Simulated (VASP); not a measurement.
# Cd (Fm-3m) in VASP: single point with vdW-DF

Aim: the single point of Cd with vdW-DF.

Program: VASP 6.6.1. These are calculated values, not measurements. Logs are shortened: lines on timing, memory, paths and dates and some standing lists are left out, and cuts for length are marked.

## 1. Starting point

It takes space group Fm-3m (No. 225, cubic). The conventional cell has a = 4.436 Å, b = 4.436 Å, c = 4.436 Å, α = 90.00°, β = 90.00°, γ = 90.00°. Cd (site symmetry m-3m) has 12 Cd at 3.14 Å as nearest neighbours.

This isn't the form of Cd at room conditions, which is hcp.

## 2. Single point, vdW-DF

INCAR reads:

```
PREC = Accurate
ENCUT = 520
EDIFF = 1E-6
ISMEAR = -1
SIGMA = 0.02
LREAL = On
LASPH = True
NELM = 100
ALGO = Normal
ISIF = 2
LWAVE = False
LCHARG = True
GGA = RE
LUSE_VDW = True
AGGAC = 0.0
LELF = True
LVHAR = True
NBANDS = 12
```

KPOINTS reads:

```
regular mesh
0
Gamma
  10 10 10
```

POSCAR reads:

```
Cd
1.0
    0.0000000000      2.2181497500      2.2181497500
    2.2181497500      0.0000000000      2.2181497500
    2.2181497500      2.2181497500      0.0000000000
Cd
1
Direct
    0.0000000000      0.0000000000      0.0000000000
```

Potentials or basis: VASP PAW PBE potentials, release 64 (Cd).

On the command line:

```
$ cat potpaw_PBE.64/Cd/POTCAR > POTCAR
$ mpirun -np 1 vasp_std > vasp.out
```

OUTCAR:

```text
PREC = Accurate
   ENCUT = 520
   EDIFF = 1E-6
   ISMEAR = -1
   LREAL = On
   LASPH = True
   NELM = 100
   ISIF = 2
   GGA = RE

 ion  position               nearest neighbor table
   1  0.000  0.000  0.000-

  LATTYP: Found a face centered cubic cell.
 ALAT       =     4.4362995000

  Lattice vectors:

 A1 = (   0.0000000000,   2.2181497500,   2.2181497500)
 A2 = (   2.2181497500,   0.0000000000,   2.2181497500)
 A3 = (   2.2181497500,   2.2181497500,   0.0000000000)

Analysis of symmetry for initial positions (statically):
=====================================================================
 Subroutine PRICEL returns:
 Original cell was already a primitive cell.

 Routine SETGRP: Setting up the symmetry group for a
 face centered cubic supercell.

 Subroutine GETGRP returns: Found 48 space group operations
 (whereof 48 operations were pure point group operations)
 out of a pool of 48 trial point group operations.

The static configuration has the point symmetry O_h .

Analysis of symmetry for dynamics (positions and initial velocities):
=====================================================================
 Subroutine PRICEL returns:
 Original cell was already a primitive cell.

 Routine SETGRP: Setting up the symmetry group for a
 face centered cubic supercell.

 Subroutine GETGRP returns: Found 48 space group operations
 (whereof 48 operations were pure point group operations)
 out of a pool of 48 trial point group operations.

The dynamic configuration has the point symmetry O_h .

 Subroutine INISYM returns: Found 48 space group operations
 (whereof 48 operations are pure point group operations),
 and found     1 'primitive' translations

----------------------------------------------------------------------------------------

                                     Primitive cell

  volume of cell :      21.8274

  direct lattice vectors                    reciprocal lattice vectors
     0.000000000  2.218149750  2.218149750    -0.225413095  0.225413095  0.225413095
     2.218149750  0.000000000  2.218149750     0.225413095 -0.225413095  0.225413095
     2.218149750  2.218149750  0.000000000     0.225413095  0.225413095 -0.225413095

  length of vectors
     3.136937460  3.136937460  3.136937460     0.390426933  0.390426933  0.390426933

  position of ions in fractional coordinates (direct lattice)
     0.000000000  0.000000000  0.000000000

  ion indices of the primitive-cell ions
   primitive index   ion index
                 1           1

----------------------------------------------------------------------------------------

 KPOINTS: regular mesh

Automatic generation of k-mesh.
 Grid dimensions read from file:
 generate k-points for:   10   10   10

 Generating k-lattice:

  Cartesian coordinates                     Fractional coordinates (reciprocal lattice)
    -0.022541309  0.022541309  0.022541309     0.100000000  0.000000000  0.000000000
     0.022541309 -0.022541309  0.022541309     0.000000000  0.100000000  0.000000000
     0.022541309  0.022541309 -0.022541309     0.000000000  0.000000000  0.100000000

  Length of vectors
     0.039042693  0.039042693  0.039042693

  Shift w.r.t. Gamma in fractional coordinates (k-lattice)
     0.000000000  0.000000000  0.000000000

 Subroutine IBZKPT returns following result:
 ===========================================

 Found     47 irreducible k-points:

 Following reciprocal coordinates:
            Coordinates               Weight
  0.000000  0.000000  0.000000      1.000000
  0.100000  0.000000  0.000000      8.000000
  0.200000  0.000000  0.000000      8.000000
  0.300000  0.000000  0.000000      8.000000
  0.400000  0.000000  0.000000      8.000000
  0.500000  0.000000  0.000000      4.000000
[... 16 lines left out ...]
  0.300000  0.300000  0.000000      6.000000
  0.400000  0.300000  0.000000     24.000000
 [... further k-points ...]
   k-points           NKPTS =     47   k-points in BZ     NKDIM =     47   number of bands    NBANDS=     12
   number of dos      NEDOS =    301   number of ions     NIONS =      1
   total plane-waves  NPLWV =  13824
   dimension x,y,z NGX =    24 NGY =   24 NGZ =   24
   dimension x,y,z NGXF=    48 NGYF=   48 NGZF=   48
   ions per type =               1
   NGX,Y,Z   is equivalent  to a cutoff of  12.72, 12.72, 12.72 a.u.
   NGXF,Y,Z  is equivalent  to a cutoff of  25.44, 25.44, 25.44 a.u.
 SYSTEM =  unknown system
   PREC   = accura    normal or accurate (medium, high low for compatibility)
   ISTART =      0    job   : 0-new  1-cont  2-samecut
   ICHARG =      2    charge: 1-file 2-atom 10-const
   ISPIN  =      1    spin polarized calculation?
   LNONCOLLINEAR =      F non collinear calculations
   LSORBIT =      F    spin-orbit coupling
   LASPH  =      T    aspherical Exc in radial PAW
   ENCUT  =  520.0 eV  38.22 Ry    6.18 a.u.   5.83  5.83  5.83*2*pi/ulx,y,z
   NELM   =    100;   NELMIN=  2; NELMDL= -5     # of ELM steps
   EDIFF  = 0.1E-05   stopping-criterion for ELM
   LREAL  =      T    real-space projection
   EDIFFG = 0.1E-04   stopping-criterion for IOM
   NSW    =      0    number of steps for IOM
   IBRION =     -1    ionic relax: 0-MD 1-quasi-New 2-CG
   NFREE  =      0    steps in history (QN), initial steepest desc. (CG)
   ISIF   =      2    stress and relaxation
   ISYM   =      2    0-nonsym 1-usesym 2-fastsym
   POTIM  = 0.5000    time-step for ionic-motion
   TEBEG  =    0.0;   TEEND  =   0.0 temperature during run
   PSTRESS=    0.0 pullay stress
   NELECT =      12.0000    total number of electrons
   NUPDOWN=      -1.0000    fix difference up-down
   EMIN   =  10.00;   EMAX   =-10.00  energy-range for DOS
   EFERMI =   0.00;   METHOD = LEGACY
   ISMEAR =    -1;   SIGMA  =   0.02  broadening in eV -4-tet -1-fermi 0-gaus
   EFERMI_NEDOS =   21; number of points for ismear=-14 and -15
   IALGO  =     38    algorithm
   IMIX   =      4    mixing-type and parameters
     AMIX     =   0.40;   BMIX     =  1.00
     AMIX_MAG =   1.60;   BMIX_MAG =  1.00
  volume/ion in A,a.u.               =      21.83       147.30
  Fermi-wavevector in a.u.,A,eV,Ry     =   1.341120  2.534350 24.471486  1.798604
  Thomas-Fermi vector in A             =   2.469379
   LORBIT       =      0    0 simple, 1 ext, 2 COOP (PROOUT), +10 PAW based schemes
   GGA     = RE    functional components
   LHFCALC =     F    Hartree Fock is set to
   AEXX    =    0.0000 exact exchange contribution
   IVDW_NL    =     1    kernel type
   BPARAM     = 6.3000
   IVDW    =     0    specifies the selected vdW correction
   LEPSILON=     F    determine dielectric tensor
   LRPA    =     F    only Hartree local field effects (RPA)
 non-spin polarized calculation
  energy-cutoff  :      520.00
  volume of cell :       21.83
 maximum number of plane-waves:       609
   NGX = 11   NGY = 11   NGZ = 11

 number of electron      12.0000003 magnetization

 Free energy of the ion-electron system (eV)
  ---------------------------------------------------
  ext. energy  EPLUGINS =         0.00000000
  ---------------------------------------------------
  free energy    TOTEN  =         4.07367963 eV

  energy without entropy =        4.07417672  energy(sigma->0) =        4.07392818

 E-fermi :   2.7456     XC(G=0): -10.8076

 val. band max:        2.7140525525   @ k =  -0.4000   0.2000   0.0000
 cond. band min:       2.8446642468   @ k =  -0.3000   0.4000   0.1000
 fundamental gap:      0.1306116942
 Fermi energy:         2.7456193232

 k-point     1 :       0.0000    0.0000    0.0000
  band No.  band energies     occupation
      1      -6.1490      2.00000
      2      -6.0736      2.00000
      3      -6.0736      2.00000
      4      -6.0736      2.00000
      5      -5.6411      2.00000
      6      -5.6411      2.00000
      7      17.0667      0.00000
      8      17.5889      0.00000
      9      17.5889      0.00000
     10      17.5889      0.00000
     11      21.1623      0.00000
     12      21.1623      0.00000

 k-point     2 :       0.1000    0.0000    0.0000
  band No.  band energies     occupation
      1      -6.1328      2.00000
      2      -6.0354      2.00000
      3      -6.0354      2.00000
      4      -5.8526      2.00000
      5      -5.6484      2.00000
      6      -5.6484      2.00000
      7      14.7195      0.00000
      8      17.2030      0.00000
      9      17.2030      0.00000
     10      17.2063      0.00000
     11      21.8516      0.00000
     12      21.8524      0.00000

 k-point     3 :       0.2000    0.0000    0.0000
  band No.  band energies     occupation
      1      -6.2616      2.00000
      2      -5.9788      2.00000
      3      -5.9788      2.00000
      4      -5.6208      2.00000
      5      -5.6208      2.00000
      6      -4.9954      2.00000
      7      10.8456      0.00000
      8      16.4803      0.00000
      9      16.4803      0.00000
     10      17.1475      0.00000
     11      21.2398      0.00000
     12      21.8473      0.00000

 k-point     4 :       0.3000    0.0000    0.0000
  band No.  band energies     occupation
      1      -6.4175      2.00000
      2      -5.9993      2.00000
      3      -5.9993      2.00000
      4      -5.4878      2.00000
      5      -5.4878      2.00000
      6      -3.5801      2.00000
      7       7.1515      0.00000
      8      15.7947      0.00000
      9      15.7947      0.00000
     10      16.7996      0.00000
     11      20.4460      0.00000
     12      20.4460      0.00000

 k-point     5 :       0.4000    0.0000    0.0000
  band No.  band energies     occupation
      1      -6.5400      2.00000
      2      -6.0503      2.00000
      3      -6.0503      2.00000
      4      -5.3384      2.00000
      5      -5.3384      2.00000
      6      -1.6341      2.00000
      7       3.8089      0.00000
      8      15.2936      0.00000
      9      15.2936      0.00000
     10      16.3871      0.00000
     11      19.5905      0.00000
     12      19.5905      0.00000
[... 228 lines left out ...]
      1      -6.2567      2.00000
      2      -6.1099      2.00000
      3      -5.8279      2.00000
      4      -5.6465      2.00000
      5      -5.5391      2.00000
      6      -1.2963      2.00000
      7       5.7420      0.00000
      8       9.0265      0.00000
      9      14.6094      0.00000
     10      16.0792      0.00000
     11      21.6452      0.00000
     12      22.0545      0.00000

 k-point    22 :      -0.2000    0.2000    0.0000
  band No.  band energies     occupation
      1      -6.1741      2.00000
      2      -6.0942      2.00000
      3      -5.7839      2.00000
      4      -5.7454      2.00000
      5      -5.6567      2.00000
      6      -3.0342      2.00000
      7       9.0429      0.00000
      8       9.2756      0.00000
      9      16.4437      0.00000
     10      17.2496      0.00000
     11      20.3065      0.00000
     12      21.6874      0.00000

 k-point    23 :       0.3000    0.3000    0.0000
  band No.  band energies     occupation
      1      -6.4833      2.00000
      2      -6.3042      2.00000
      3      -5.5253      2.00000
      4      -5.5253      2.00000
      5      -5.4204      2.00000
      6      -2.8231      2.00000
      7      11.0267      0.00000
      8      11.3175      0.00000
      9      11.3175      0.00000
     10      14.5763      0.00000
     11      14.5937      0.00000
     12      27.8223      0.00000

 k-point    24 :       0.4000    0.3000    0.0000
  band No.  band energies     occupation
      1      -6.5308      2.00000
      2      -6.3843      2.00000
      3      -5.5086      2.00000
      4      -5.4773      2.00000
      5      -5.2972      2.00000
      6      -1.4472      2.00000
      7       8.4060      0.00000
      8       9.4644      0.00000
      9      10.7471      0.00000
     10      14.3761      0.00000
     11      16.2007      0.00000
     12      27.0942      0.00000

 [... further k-points ...]

------------------------ aborting loop because EDIFF is reached ----------------------------------------

  FORCE on cell =-STRESS in cart. coord.  units (eV):
  Direction    XX          YY          ZZ          XY          YZ          ZX
  --------------------------------------------------------------------------------------
  -------------------------------------------------------------------------------------
  Total        5.4850461      5.4850461      5.4850461      0.0000000      0.0000000      0.0000000
  in kB      402.6134510    402.6134510    402.6134510      0.0000000      0.0000000      0.0000000
  external PRESSURE =     402.6134510 kB  Pullay stress =       0.0000000 kB

 VOLUME and BASIS-vectors are now :
 -----------------------------------------------------------------------------
  energy-cutoff  :      520.00
  volume of cell :       21.83
      direct lattice vectors                 reciprocal lattice vectors
     0.000000000  2.218149750  2.218149750    -0.225413095  0.225413095  0.225413095
     2.218149750  0.000000000  2.218149750     0.225413095 -0.225413095  0.225413095
     2.218149750  2.218149750  0.000000000     0.225413095  0.225413095 -0.225413095

 POSITION                                       TOTAL-FORCE (eV/Angst)
 -----------------------------------------------------------------------------------
      0.00000      0.00000      0.00000         0.000000      0.000000      0.000000
 -----------------------------------------------------------------------------------
    total drift:                               -0.000000      0.000000     -0.000000

  FREE ENERGIE OF THE ION-ELECTRON SYSTEM (eV)
  ---------------------------------------------------
  free  energy   TOTEN  =         4.0736796339 eV

  energy  without entropy=        4.0741767169  energy(sigma->0) =        4.07392818

Total vdW correction in eV:      2.4695996
```

Run time: 17 s. Hardware: 1 thread of Intel Xeon 6975P-C (Granite Rapids), shared host; peak memory 0.26 GiB.

These settings aren't checked as converged (typed here: LREAL = On; ISMEAR = -1; SIGMA = 0.02): the numbers below hold their error.

What came out:

* Free energy: 4.0737 eV
* Pressure: 40.3 GPa
* Band gap on the k mesh: none (metal or under the smearing width)

Caveat: a pressure of tens of GPa on the cell as given is suspect, and the run, the potentials or the cell itself is likely at fault; the PAW data sets were made with another functional, which shifts forces and pressure a little.

## 3. For comparison

An earlier run on the cell as given: functional PBE; potentials or basis VASP PAW PBE potentials, release 64 (Cd); cutoff 520 eV; k mesh 10 × 10 × 10; occupations fermi-dirac, width 0.05 eV; no spin polarisation.

* Pressure: 2.6 GPa
* Band gap on the k mesh: none (metal or under the smearing width)
